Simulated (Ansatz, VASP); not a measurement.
**K in VASP and in Ansatz**

File INCAR:

```
PREC = Accurate
ENCUT = 520
EDIFF = 1E-7
ISMEAR = -1
SIGMA = 0.05
LREAL = False
LASPH = True
NELM = 60
ALGO = Normal
ISIF = 2
LWAVE = False
LCHARG = False
GGA = PE
NBANDS = 10
```

KPOINTS

```
regular mesh
0
Gamma
  7 7 7
```

File POSCAR:

```
K
1.0
   -2.7504652529      2.7504652529      2.7504652529
    2.7504652529     -2.7504652529      2.7504652529
    2.7504652529      2.7504652529     -2.7504652529
K
1
Direct
    0.0000000000      0.0000000000      0.0000000000
```

Contents of input.yaml:

```yaml
crystal:
  lattice:
    - [-2.7504652529, 2.7504652529, 2.7504652529]
    - [2.7504652529, -2.7504652529, 2.7504652529]
    - [2.7504652529, 2.7504652529, -2.7504652529]
  atoms:
    - { symbol: K, position: [0.0, 0.0, 0.0] }
hamiltonian:
  xc: pbe
  pseudopotentials: { kind: paw }
kpoints:
  mp_grid: { grid: [7, 7, 7] }
scf:
  occupations: { method: fermi_dirac, width: 0.05 }
output:
  forces: true
  stress: true
  eigenvalues: true
  write_density: true
  write_potential: true
  elf: true
  volumetric_format: npy
```

Change from the starting cell: volume scaled by 1.06.

Alike in both runs: task single point; functional PBE; k mesh 7 × 7 × 7; occupations fermi-dirac, width 0.05 eV; no spin polarisation.

|  | VASP | Ansatz |
| --- | --- | --- |
| version | VASP 6.6.1 | Ansatz 0.2.0 |
| potentials or method | VASP PAW PBE potentials, release 64 (K_sv) | Ansatz PAW |
| plane-wave cutoff (eV) | 520 | 420 |
| valence electrons in the cell | 9 | 9 |

```tsv
	VASP	Ansatz	Ansatz less VASP
gap on the k mesh at the Fermi level (eV)	none	none	-
pressure (GPa)	-0.4	-0.3	+0.01
```

A gap of «none» marks a metal or a gap that the smearing closes.
